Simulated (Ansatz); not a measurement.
Clamped-ion strain scan in InAs

These are results of DFT PBEsol, scalar-relativistic, plane waves, PAW in Ansatz 0.2.0, not measurements. The runs took a 420 eV cutoff, a Γ-centred 14×14×14 mesh and Gaussian smearing (0.15 eV). No spin polarisation. Energies are free energies at this smearing, counted from the undisturbed cell; pressure is positive in compression.

The starting cell (as given, not relaxed at this level; it stands at -3.4 GPa; this rock-salt form isn't the usual structure):

```
In As
1.0
     0.00000    2.87730    2.87730
     2.87730    0.00000    2.87730
     2.87730    2.87730    0.00000
In As
1 1
Direct
  0.50000 0.50000 0.50000
  0.00000 0.00000 0.00000
```

The cell is strained by ε times the Voigt pattern (0, 0, 1, 0, 0, 0) (xx, yy, zz, yz, xz, xy; engineering shear) with fractional coordinates fixed. The cell is metallic on the mesh throughout.

Question: Over the sampled range (-0.0600 to 0.0450), is the undisturbed cell the lowest point?

Answer: No: the energy is lower at ε = -0.0300, -6.3 in ΔE (meV/atom).

The scan:

| ε | ΔE (meV/atom) |
| --- | --- |
| -0.0600 | 10.0 |
| -0.0300 | -6.3 |
| 0.0000 | 0.0 |
| 0.0150 | 9.4 |
| 0.0450 | 37.0 |